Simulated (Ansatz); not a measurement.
# Zn: the cost of one run

Program: Ansatz 0.2.0. Level of theory: DFT PBE, scalar-relativistic, plane waves, PAW. These are calculated values, not measurements.

1 further run of the same task is left out (set aside as unsound or not needed).

**1. The starting structure**

It takes space group R-3m (No. 166, trigonal). The conventional cell has a = 3.460 Å, b = 3.460 Å, c = 6.702 Å, α = 90.00°, β = 90.00°, γ = 120.00°. Hg (site symmetry -3m) is surrounded by 6 Hg at 3.00 Å.

Structure file:

```cif
data_structure
_symmetry_space_group_name_H-M 'P 1'
_symmetry_Int_Tables_number 1
_cell_length_a 2.9969
_cell_length_b 2.9969
_cell_length_c 2.9969
_cell_angle_alpha 70.517
_cell_angle_beta 70.517
_cell_angle_gamma 70.517
_cell_volume 23.16
loop_
_atom_site_label
_atom_site_type_symbol
_atom_site_fract_x
_atom_site_fract_y
_atom_site_fract_z
_atom_site_occupancy
Hg1 Hg 0.00000 0.00000 0.00000 1
```

The structure comes from the Crystallography Open Database.

**2. One element swapped, cell strained: Hg → Zn, first probe**

The change: Zn takes all sites of Hg, and lengths are scaled by 0.955 as a first guess of the size; strain xx, yy, zz, yz, xz, xy = -1.5, -1.5, -7.5, +0.0, +0.0, +0.0 %.

input.yaml reads:

```yaml
crystal:
  lattice:
    - [1.6268413145, 0.9392572709, 1.9728403227]
    - [-1.6268413145, 0.9392572709, 1.9728403227]
    - [0.0, -1.8785145417, 1.9728403227]
  atoms:
    - { symbol: Zn, position: [0.0, 0.0, 0.0] }
basis:
  ecutwfc: 420
kpoints:
  mp_grid: { grid: [9, 9, 9] }
hamiltonian:
  xc: pbe
scf:
  occupations: { method: gaussian, width: 0.1 }
output:
  forces: true
  stress: true
  eigenvalues: true
```

Run with:

```console
> ansatz run input.yaml --threads 1 --pin off --max-ram 1331MiB --backend cpu --events-out ev --progress --plain --runs-dir out
```

**Question.** How long does this run take on 1 thread of an x86-64 CPU, shared host, and how much memory does it need?

About 2.5 s, with a peak of 0.3 GiB.
